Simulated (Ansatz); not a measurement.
The system is CoO.

```
Co O
1.0
    -1.50800    1.50800    2.10725
     1.50800   -1.50800    2.10725
     1.50800    1.50800   -2.10725
Co O
1 1
Direct
  0.00000 0.00000 0.00000
  0.50000 0.50000 0.00000
```

Program: Ansatz 0.2.0. Alike in all runs: potentials or basis Ansatz PAW; cell as given; cutoff (eV) 420.

Problem. Order these runs on this cell by their band gap on the k mesh, lowest first.
A. level LDA+U; spin collinear, random start; U Co d U = 3 eV; k mesh 9 × 9 × 9; smearing gaussian 0.05 eV; hubbard projectors ortho-atomic (the default); double counting fll (the default)
B. level PBE+U; spin collinear, program default start; U Co d U = 4 eV; k mesh 9 × 9 × 9; smearing gaussian 0.05 eV; hubbard projectors ortho-atomic (the default); double counting fll (the default)
C. level PBE; spin collinear, ferromagnetic start; k mesh 12 × 12 × 12; smearing fermi-dirac 0.05 eV; points for each segment of the path 14
D. level PBEsol+U; spin collinear, ferromagnetic start; U Co d U = 3.5 eV; k mesh 12 × 12 × 12; smearing fermi-dirac 0.05 eV; points for each segment of the path 14; hubbard projectors ortho-atomic (the default); double counting fll (the default)
E. level LDA+U; spin collinear, random start; U Co d U = 7 eV; k mesh 9 × 9 × 9; smearing gaussian 0.05 eV; hubbard projectors ortho-atomic (the default); double counting fll (the default)

Solution. C (metal), A (0.55 eV), D (1.13 eV), B (1.50 eV), E (1.81 eV).

Caveats: a cell with one magnetic atom can't hold antiferromagnetic order, which such compounds often take; the magnetic or orbital state may not be the lowest (some runs); odd divisions of the mesh miss points on the zone boundary, where band edges often lie, so the gap on the mesh can be too wide (some runs); semilocal functionals often make such compounds metallic where correlation or magnetic order opens a gap, which also shifts bond lengths (some runs).

A k mesh can miss the band edges.

Not every run made on this cell is shown here.
